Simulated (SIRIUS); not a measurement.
**HgTe (Coloradoite): equation of state with PBEsol**

**What was measured.**

From a printed reference work, monograph, for a bulk crystal of HgTe: bulk modulus 43 GPa.

The system is HgTe (Coloradoite).

```
CELL_PARAMETERS angstrom
0.00000 3.21450 3.21450
3.21450 0.00000 3.21450
3.21450 3.21450 0.00000
ATOMIC_POSITIONS crystal
Hg 0.00000 0.00000 0.00000
Te 0.75000 0.75000 0.75000
```

```
Program             : SIRIUS 7.10.0
Task                : equation of state
Functional          : PBEsol
Potentials or basis : PseudoDojo 0.4.1 PBEsol standard (scalar relativistic)
Cutoff              : 1102 eV
Density cutoff      : 4408 eV
k mesh              : 7 × 7 × 7
Occupations         : fermi-dirac, width 0.05 eV
Spin                : no spin polarisation
```

* Equilibrium volume: 34.55 Å³/atom
* Bulk modulus: 42 GPa
* Pressure derivative of the bulk modulus: 5.2

Energy against volume, from the lowest point:
```tsv
volume (Å³/atom)	energy (meV/atom)
31.223	51.93
31.887	31.86
32.551	17.20
33.215	7.36
33.880	1.78
34.544	0.00
35.208	1.59
```

All runs of the series together: 11 min on 1 thread of Arm Neoverse V1 (shared host).

Against the measured bulk modulus of HgTe, 43 GPa (a printed reference work, monograph), the calculated 42 GPa is off by -1.9 %. The fit is for a static lattice scaled at fixed shape and fixed fractional positions.

Spin-orbit coupling is left out, which matters for the levels of Hg, Te.
